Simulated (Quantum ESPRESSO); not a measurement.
# ZnSe (Stilleite) (F-43m) in Quantum ESPRESSO: a series of runs

One crystal, ZnSe (Stilleite), is run at these levels: r2SCAN; tasks: single point, equation of state.

All numbers are computed with Quantum ESPRESSO 7.5; they aren't measurements. Logs are shortened: lines on timing, memory, paths and dates and some standing lists are left out, and cuts for length are marked.

## 1. The crystal as given

It takes space group F-43m (No. 216, cubic). Conventional cell: a = 5.668 Å, b = 5.668 Å, c = 5.668 Å, α = 90.00°, β = 90.00°, γ = 90.00°. Se (site symmetry -43m) is surrounded by 4 Zn at 2.45 Å. Zn (site symmetry -43m) is surrounded by 4 Se at 2.45 Å.

## 2. Single point, r2SCAN, 21.39 Å³/atom

The input, pw.in:

```
&CONTROL
  calculation = 'scf'
  prefix = 'pwscf'
  outdir = './tmp'
  pseudo_dir = './pseudo'
  tstress = .true.
  disk_io = 'nowf'
/
&SYSTEM
  ibrav = 0
  nat = 2
  ntyp = 2
  ecutwfc = 70
  nbnd = 20
  input_dft = 'r2scan'
  occupations = 'smearing'
  smearing = 'fd'
  degauss = 0.00367493
  nosym = .true.
  nr1 = 48
  nr2 = 48
  nr3 = 48
/
&ELECTRONS
  conv_thr = 1d-08
  electron_maxstep = 120
  mixing_beta = 0.5
/
ATOMIC_SPECIES
Se    78.9710 Se_ONCV_PBE-1.2.upf
Zn    65.3800 Zn_ONCV_PBE-1.2.upf
CELL_PARAMETERS angstrom
   0.0000000000    2.7759511149    2.7759511149
   2.7759511149    0.0000000000    2.7759511149
   2.7759511149    2.7759511149    0.0000000000
ATOMIC_POSITIONS crystal
Se     0.7500000000    0.7500000000    0.7500000000
Zn     0.0000000000    0.0000000000    0.0000000000
K_POINTS automatic
6 6 6 0 0 0
```

Potentials or basis: SG15 PBE 1.2.

Started as:

```sh
$ OMP_NUM_THREADS=1 mpirun -n 2 pw.x -nk 2 -in pw.in > pw.out
```

pw.out:

```text
This program is part of the open-source Quantum ESPRESSO suite
     for quantum simulation of materials; please cite
         "P. Giannozzi et al., J. Phys.:Condens. Matter 21 395502 (2009);
         "P. Giannozzi et al., J. Phys.:Condens. Matter 29 465901 (2017);
         "P. Giannozzi et al., J. Chem. Phys. 152 154105 (2020);
     in publications or presentations arising from this work. More details at

     IMPORTANT: XC functional enforced from input :
     Exchange-correlation= R2SCAN
                           (   0   0   0   0   0 497 498)
     Any further DFT definition will be discarded
     Please, verify this is what you really want

     K-points division:     npool     =       2
     Subspace diagonalization in iterative solution of the eigenvalue problem:
     a serial algorithm will be used

     G-vector sticks info
     --------------------
     sticks:   dense  smooth     PW     G-vecs:    dense   smooth      PW
     Sum        1069    1069    313                22995    22995    3839

     Using Slab Decomposition

     bravais-lattice index     =            0
     lattice parameter (alat)  =       7.4187  a.u.
     unit-cell volume          =     288.7101 (a.u.)^3
     number of atoms/cell      =            2
     number of atomic types    =            2
     number of electrons       =        26.00
     number of Kohn-Sham states=           20
     kinetic-energy cutoff     =      70.0000  Ry
     charge density cutoff     =     280.0000  Ry
     scf convergence threshold =      1.0E-08
     mixing beta               =       0.5000
     number of iterations used =            8  plain     mixing
     Exchange-correlation= R2SCAN
                           (   0   0   0   0   0 497 498)

     celldm(1)=   7.418664  celldm(2)=   0.000000  celldm(3)=   0.000000
     celldm(4)=   0.000000  celldm(5)=   0.000000  celldm(6)=   0.000000

     crystal axes: (cart. coord. in units of alat)
               a(1) = (   0.000000   0.707107   0.707107 )
               a(2) = (   0.707107   0.000000   0.707107 )
               a(3) = (   0.707107   0.707107   0.000000 )

     reciprocal axes: (cart. coord. in units 2 pi/alat)
               b(1) = ( -0.707107  0.707107  0.707107 )
               b(2) = (  0.707107 -0.707107  0.707107 )
               b(3) = (  0.707107  0.707107 -0.707107 )

     PseudoPot. # 1 for Se read from file:
     Se_ONCV_PBE-1.2.upf
     Pseudo is Norm-conserving, Zval =  6.0
     Generated using ONCVPSP code by D. R. Hamann
     Using radial grid of  602 points,  6 beta functions with:
                l(1) =   0
                l(2) =   0
                l(3) =   1
                l(4) =   1
                l(5) =   2
                l(6) =   2

     PseudoPot. # 2 for Zn read from file:
     Zn_ONCV_PBE-1.2.upf
     Pseudo is Norm-conserving, Zval = 20.0
     Generated using ONCVPSP code by D. R. Hamann
     Using radial grid of  602 points,  6 beta functions with:
                l(1) =   0
                l(2) =   0
                l(3) =   1
                l(4) =   1
                l(5) =   2
                l(6) =   2

     atomic species   valence    mass     pseudopotential
     Se                6.00    78.97100     Se( 1.00)
     Zn               20.00    65.38000     Zn( 1.00)

     No symmetry found

   Cartesian axes

     site n.     atom                  positions (alat units)
         1        Se     tau(   1) = (   1.0606602   1.0606602   1.0606602  )
         2        Zn     tau(   2) = (   0.0000000   0.0000000   0.0000000  )

     number of k points=   112  Fermi-Dirac smearing, width (Ry)=  0.0037

     Number of k-points >= 100: set verbosity='high' to print them.

     Dense  grid:    22995 G-vectors     FFT dimensions: (  48,  48,  48)

     WARNING: libxc functional with ID  497 depends
      on external parameters: check the user_guide of
      QE if you need to modify them or to check their
      default values.

     WARNING: libxc functional with ID  498 depends
      on external parameters: check the user_guide of
      QE if you need to modify them or to check their
      default values.

     Initial potential from superposition of free atoms

     starting charge      25.9594, renormalised to      26.0000
     Starting wfcs are random

     Self-consistent Calculation

     iteration #  1     ecut=    70.00 Ry     beta= 0.50
     Davidson diagonalization with overlap
     ethr =  1.00E-02,  avg # of iterations = 11.2

     total energy              =    -419.39027822 Ry
     estimated scf accuracy    <     192.60062581 Ry

     iteration #  2     ecut=    70.00 Ry     beta= 0.50
     Davidson diagonalization with overlap
     ethr =  1.00E-02,  avg # of iterations =  1.0

     total energy              =    -419.42861221 Ry
     estimated scf accuracy    <      43.60424621 Ry

     iteration #  3     ecut=    70.00 Ry     beta= 0.50
     Davidson diagonalization with overlap
     ethr =  1.00E-02,  avg # of iterations =  1.0

     total energy              =    -419.43815735 Ry
     estimated scf accuracy    <       0.54691769 Ry

     iteration #  4     ecut=    70.00 Ry     beta= 0.50
     Davidson diagonalization with overlap
     ethr =  2.10E-03,  avg # of iterations =  1.0

     total energy              =    -419.44014071 Ry
     estimated scf accuracy    <       0.00107579 Ry

     iteration #  5     ecut=    70.00 Ry     beta= 0.50
     Davidson diagonalization with overlap
     ethr =  4.14E-06,  avg # of iterations =  5.3

     total energy              =    -419.44026300 Ry
     estimated scf accuracy    <       0.00338073 Ry

     iteration #  6     ecut=    70.00 Ry     beta= 0.50
     Davidson diagonalization with overlap
     ethr =  4.14E-06,  avg # of iterations =  1.0

     total energy              =    -419.44025728 Ry
     estimated scf accuracy    <       0.00054080 Ry

     iteration #  7     ecut=    70.00 Ry     beta= 0.50
     Davidson diagonalization with overlap
     ethr =  2.08E-06,  avg # of iterations =  1.0

     total energy              =    -419.44026023 Ry
     estimated scf accuracy    <       0.00001479 Ry

     iteration #  8     ecut=    70.00 Ry     beta= 0.50
     Davidson diagonalization with overlap
     ethr =  5.69E-08,  avg # of iterations =  1.0

     total energy              =    -419.44026035 Ry
     estimated scf accuracy    <       0.00000538 Ry

     iteration #  9     ecut=    70.00 Ry     beta= 0.50
     Davidson diagonalization with overlap
     ethr =  2.07E-08,  avg # of iterations =  1.0

     total energy              =    -419.44026039 Ry
     estimated scf accuracy    <       0.00000067 Ry

     iteration # 10     ecut=    70.00 Ry     beta= 0.50
     Davidson diagonalization with overlap
     ethr =  2.57E-09,  avg # of iterations =  1.0

     total energy              =    -419.44026038 Ry
     estimated scf accuracy    <       0.00000413 Ry

     iteration # 11     ecut=    70.00 Ry     beta= 0.50
     Davidson diagonalization with overlap
     ethr =  2.57E-09,  avg # of iterations =  1.0

     total energy              =    -419.44026039 Ry
     estimated scf accuracy    <       0.00000071 Ry

     iteration # 12     ecut=    70.00 Ry     beta= 0.50
     Davidson diagonalization with overlap
     ethr =  2.57E-09,  avg # of iterations =  1.0

     total energy              =    -419.44026039 Ry
     estimated scf accuracy    <       0.00000016 Ry

     iteration # 13     ecut=    70.00 Ry     beta= 0.50
     Davidson diagonalization with overlap
     ethr =  6.29E-10,  avg # of iterations =  1.0

     total energy              =    -419.44026039 Ry
     estimated scf accuracy    <       0.00000006 Ry

     iteration # 14     ecut=    70.00 Ry     beta= 0.50
     Davidson diagonalization with overlap
     ethr =  2.26E-10,  avg # of iterations =  1.0

     total energy              =    -419.44026039 Ry
     estimated scf accuracy    <       0.00000003 Ry

     iteration # 15     ecut=    70.00 Ry     beta= 0.50
     Davidson diagonalization with overlap
     ethr =  1.19E-10,  avg # of iterations =  1.0

     total energy              =    -419.44026039 Ry
     estimated scf accuracy    <       0.00000001 Ry

     iteration # 16     ecut=    70.00 Ry     beta= 0.50
     Davidson diagonalization with overlap
     ethr =  4.66E-11,  avg # of iterations =  1.0

     End of self-consistent calculation

     Number of k-points >= 100: set verbosity='high' to print the bands.

     the Fermi energy is     8.6298 ev

!    total energy              =    -419.44026039 Ry
     estimated scf accuracy    <          1.2E-10 Ry
     smearing contrib. (-TS)   =      -0.00000000 Ry
     internal energy E=F+TS    =    -419.44026039 Ry

     The total energy is F=E-TS. E is the sum of the following terms:
     one-electron contribution =    -346.73386553 Ry
     hartree contribution      =     177.03422316 Ry
     xc contribution           =     -40.86210713 Ry
     ewald contribution        =    -208.87851089 Ry

     convergence has been achieved in  16 iterations

     Computing stress (Cartesian axis) and pressure

          total   stress  (Ry/bohr**3)                   (kbar)     P=       54.05
   0.00036743   0.00000000   0.00000000           54.05        0.00        0.00
   0.00000000   0.00036743  -0.00000000            0.00       54.05       -0.00
   0.00000000  -0.00000000   0.00036743            0.00       -0.00       54.05

=------------------------------------------------------------------------------=
   JOB DONE.
=------------------------------------------------------------------------------=
```

Run time: 5.9 min. Hardware: 2 MPI ranks of Arm Neoverse V2, shared host; peak memory 0.28 GiB.

Results:

| Quantity | Value |
| --- | --- |
| Free energy | -5706.7755 eV |
| Pressure | 5.4 GPa |
| Band gap on the k mesh | 2.05 eV, direct |

Caveat: the potentials were made for another functional, which shifts forces and pressure.

## 3. Single point, r2SCAN, 21.85 Å³/atom

Edit pw.in of step 2 so:

```diff
@@ -32,5 +32,5 @@
 CELL_PARAMETERS angstrom
-   0.0000000000    2.7759511149    2.7759511149
-   2.7759511149    0.0000000000    2.7759511149
-   2.7759511149    2.7759511149    0.0000000000
+   0.0000000000    2.7955007105    2.7955007105
+   2.7955007105    0.0000000000    2.7955007105
+   2.7955007105    2.7955007105    0.0000000000
 ATOMIC_POSITIONS crystal
```

Potentials or basis: SG15 PBE 1.2.

Started as:

```sh
$ OMP_NUM_THREADS=1 mpirun -n 2 pw.x -nk 2 -in pw.in > pw.out
```

It took 6 min on 2 MPI ranks of Arm Neoverse V2, shared host; peak memory 0.28 GiB.

It converged, with:

```
Free energy            : -5706.8014 eV
Pressure               : 3.7 GPa
Band gap on the k mesh : 1.96 eV, direct
```

Caveat: the potentials were made for another functional, which shifts forces and pressure.

## 4. Single point, r2SCAN, 22.30 Å³/atom

Edit pw.in of step 3 so:

```diff
@@ -32,5 +32,5 @@
 CELL_PARAMETERS angstrom
-   0.0000000000    2.7955007105    2.7955007105
-   2.7955007105    0.0000000000    2.7955007105
-   2.7955007105    2.7955007105    0.0000000000
+   0.0000000000    2.8147806350    2.8147806350
+   2.8147806350    0.0000000000    2.8147806350
+   2.8147806350    2.8147806350    0.0000000000
 ATOMIC_POSITIONS crystal
```

Started as:

```sh
$ OMP_NUM_THREADS=1 mpirun -n 2 pw.x -nk 2 -in pw.in > pw.out
```

Run time: 5.9 min. Hardware: 2 MPI ranks of Arm Neoverse V2, shared host; peak memory 0.28 GiB.

The run converged. Its results:

* Free energy: -5706.8179 eV
* Pressure: 2.1 GPa
* Band gap on the k mesh: 1.87 eV, direct

Caveat: the potentials were made for another functional, which shifts forces and pressure.

## 5. Single point, r2SCAN, 22.76 Å³/atom

Edit pw.in of step 4 so:

```diff
@@ -32,5 +32,5 @@
 CELL_PARAMETERS angstrom
-   0.0000000000    2.8147806350    2.8147806350
-   2.8147806350    0.0000000000    2.8147806350
-   2.8147806350    2.8147806350    0.0000000000
+   0.0000000000    2.8338000000    2.8338000000
+   2.8338000000    0.0000000000    2.8338000000
+   2.8338000000    2.8338000000    0.0000000000
 ATOMIC_POSITIONS crystal
```

Started as:

```sh
$ OMP_NUM_THREADS=1 mpirun -n 2 pw.x -nk 2 -in pw.in > pw.out
```

Wall time 6.1 min (2 MPI ranks of Arm Neoverse V2, shared host); peak memory 0.28 GiB.

It converged, with:

| Property | Result |
| --- | --- |
| Free energy | -5706.8260 eV |
| Pressure | 0.7 GPa |
| Band gap on the k mesh | 1.79 eV, direct |

Caveat: the potentials were made for another functional, which shifts forces and pressure.

## 6. Single point, r2SCAN, 23.21 Å³/atom

Edit pw.in of step 5 so:

```diff
@@ -32,5 +32,5 @@
 CELL_PARAMETERS angstrom
-   0.0000000000    2.8338000000    2.8338000000
-   2.8338000000    0.0000000000    2.8338000000
-   2.8338000000    2.8338000000    0.0000000000
+   0.0000000000    2.8525674344    2.8525674344
+   2.8525674344    0.0000000000    2.8525674344
+   2.8525674344    2.8525674344    0.0000000000
 ATOMIC_POSITIONS crystal
```

Potentials or basis: SG15 PBE 1.2.

Started as:

```sh
$ OMP_NUM_THREADS=1 mpirun -n 2 pw.x -nk 2 -in pw.in > pw.out
```

Run time: 6.2 min. Hardware: 2 MPI ranks of Arm Neoverse V2, shared host; peak memory 0.28 GiB.

Results (log left out):

```
Free energy            : -5706.8264 eV
Pressure               : -0.6 GPa
Band gap on the k mesh : 1.70 eV, direct
```

Caveat: the potentials were made for another functional, which shifts forces and pressure.

## 7. Single point, r2SCAN, 23.67 Å³/atom

Edit pw.in of step 6 so:

```diff
@@ -32,5 +32,5 @@
 CELL_PARAMETERS angstrom
-   0.0000000000    2.8525674344    2.8525674344
-   2.8525674344    0.0000000000    2.8525674344
-   2.8525674344    2.8525674344    0.0000000000
+   0.0000000000    2.8710911185    2.8710911185
+   2.8710911185    0.0000000000    2.8710911185
+   2.8710911185    2.8710911185    0.0000000000
 ATOMIC_POSITIONS crystal
```

Started as:

```sh
$ OMP_NUM_THREADS=1 mpirun -n 2 pw.x -nk 2 -in pw.in > pw.out
```

It took 6.1 min on 2 MPI ranks of Arm Neoverse V2, shared host; peak memory 0.28 GiB.

It converged, with:

* Free energy: -5706.8199 eV
* Pressure: -1.7 GPa
* Band gap on the k mesh: 1.62 eV, direct

Caveat: the potentials were made for another functional, which shifts forces and pressure.

## 8. Single point, r2SCAN, 24.12 Å³/atom

Edit pw.in of step 7 so:

```diff
@@ -32,5 +32,5 @@
 CELL_PARAMETERS angstrom
-   0.0000000000    2.8710911185    2.8710911185
-   2.8710911185    0.0000000000    2.8710911185
-   2.8710911185    2.8710911185    0.0000000000
+   0.0000000000    2.8893788162    2.8893788162
+   2.8893788162    0.0000000000    2.8893788162
+   2.8893788162    2.8893788162    0.0000000000
 ATOMIC_POSITIONS crystal
```

Started as:

```sh
$ OMP_NUM_THREADS=1 mpirun -n 2 pw.x -nk 2 -in pw.in > pw.out
```

It took 6.1 min on 2 MPI ranks of Arm Neoverse V2, shared host; peak memory 0.3 GiB.

The run converged. Its results:

```yaml
Free_energy: -5706.8073 eV
Pressure: -2.8 GPa
Band_gap_on_the_k_mesh: 1.55 eV, direct
```

Caveat: the potentials were made for another functional, which shifts forces and pressure.

## 9. Equation of state, r2SCAN

Potentials or basis: SG15 PBE 1.2.

This step only gathers the single runs of the series.

What came out:

| Property | Result |
| --- | --- |
| Equilibrium volume | 23.01 Å³/atom |
| Bulk modulus | 64 GPa |
| Pressure derivative of the bulk modulus | 4.4 |

Energy against volume, from the lowest point:
```csv
volume (Å³/atom),energy (meV/atom)
21.391,25.45
21.846,12.46
22.301,4.21
22.757,0.20
23.212,0.00
23.667,3.24
24.122,9.55
```

Caveat: the potentials were made for another functional, which shifts forces and pressure.
